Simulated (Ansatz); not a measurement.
**Structures of SbH: which is lowest?**

Plane-wave DFT in Ansatz with scalar-relativistic PAW potentials, cutoff 420 eV, Γ-centred meshes chosen by cell and gap, Gaussian smearing with energies taken to zero width. Every cell was relaxed (cell and atoms) in a run of its own, within the symmetry of its start. Functional: PBE.

Relaxed structures (starts from databases or built by putting these elements on another compound's sites):
A. I4/mmm, 2 atoms in the computed cell, a = 4.026 Å, c = 4.043 Å; sites (symmetry × multiplicity) Sb 4/mmm × 2, H 4/mmm × 2; start: built
B. Fm-3m, 2 atoms in the computed cell, a = 4.924 Å; sites (symmetry × multiplicity) Sb m-3m × 4, H m-3m × 4; start: built

Problem. Rank them by energy. Could pressure change the order?

Solution.
| structure | group | E − E(lowest) (meV/atom) | V (Å³/atom) | gap on mesh (eV) |
| --- | --- | --- | --- | --- |
| A | I4/mmm | 0.0 | 16.38 | 0.00 |
| B | Fm-3m | 34 | 14.92 | 0.00 |

A is lowest, 34 meV/atom under B. B is denser by 1.46 Å³/atom, so pressure favours it: ΔE/ΔV, with ΔE in eV and 1 eV/Å³ = 160.2 GPa, gives about 3.7 GPa for equal enthalpy if both cells were rigid, a rough figure since the two compress differently. Other structures may lie lower than all of these, and vibrations aren't counted.

Spin-orbit coupling is left out, which matters for the bands of heavy elements.